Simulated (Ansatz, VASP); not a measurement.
# TaN in VASP and in Ansatz

```xyz
2
Lattice="2.8923 0.0000 0.0000 -1.4461 2.5048 0.0000 0.0000 0.0000 2.8444" Properties=species:S:1:pos:R:3 pbc="T T T"
Ta    0.0000    1.6698    1.4222
N     0.0000    0.0000    0.0000
```

Alike in both runs: functional PBEsol; k mesh 18 × 18 × 14; occupations fermi-dirac, width 0.15 eV; no spin polarisation.

Ansatz relaxed the structure, and its values are those at the end. VASP's run is a single point on that final structure, the one shown.

```csv
,VASP,Ansatz
version,VASP 6.6.1,Ansatz 0.2.0
potentials or method,"VASP PAW PBE potentials, release 64 (Ta_pv, N)","scalar-relativistic, plane waves, PAW"
plane-wave cutoff (eV),520,420
valence electrons in the cell,16,18
```

Ansatz gave:

```
gap on the k mesh at the Fermi level (eV) : none
pressure (GPa)                            : 12.0
```

Q: Estimate VASP's values.

A: gap on the k mesh at the Fermi level (eV): none; pressure (GPa): 13.0.

A gap of «none» marks a metal or a gap that the smearing closes. The two sets of potentials don't hold the same shells in valence.

Caveats: the PAW data sets were made with another functional, which shifts forces and pressure a little (VASP). Spin-orbit coupling is left out, which matters for the levels of Ta.
